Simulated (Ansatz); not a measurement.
# Hf2Si: how the energy converges with the cutoff

Hf2Si, P1, a = 5.286 Å, b = 5.348 Å, c = 5.298 Å, α, β, γ = 104.8°, 103.6°, 121.1°. Ansatz: r2SCAN, PAW, cutoff varied, Γ-centred 8×8×6 mesh on 6 atoms, Gaussian smearing 0.10 eV; no spin polarisation. Single points at one geometry with displaced atoms, the cutoff alone changed; ΔE is the energy at zero smearing over the run at 600 eV. The runs up to 350 eV lie under the cutoff recommended for these PAW datasets.

| cutoff (eV) | ΔE (meV/atom) |
| --- | --- |
| 200 | ? |
| 250 | 747.35 |
| 300 | 84.49 |
| 350 | 6.94 |
| 500 | 0.38 |

Assume ΔE falls exponentially with the cutoff, fit y = ln ΔE against x, the cutoff in eV, to the other rows, and predict the missing value.

y = 6.617, 4.437, 1.937, -0.968. Means x = 350.0, y = 3.0057; Σ(Δx)² = 35000, ΣΔxΔy = -1029; the slope is their ratio. y = 13.29 − 0.02939 x, a factor of ten per 78 eV. At 200 eV this gives ΔE = 1655.73 meV/atom. The run gave 4110.73, a ratio of 0.40. Between neighbouring rows the decay runs from a factor of ten per 46 eV to one per 119 eV, so one exponential is only a rough guide. The fast fall gives way to a slow tail, so a fit to low cutoffs promises convergence too early.

8 further runs of this set didn't finish or converge.

Cost: 6 runs of about 18 core-minutes in all, on Oxide Virtual Turin-like Processor (Zen 5) (shared hosts).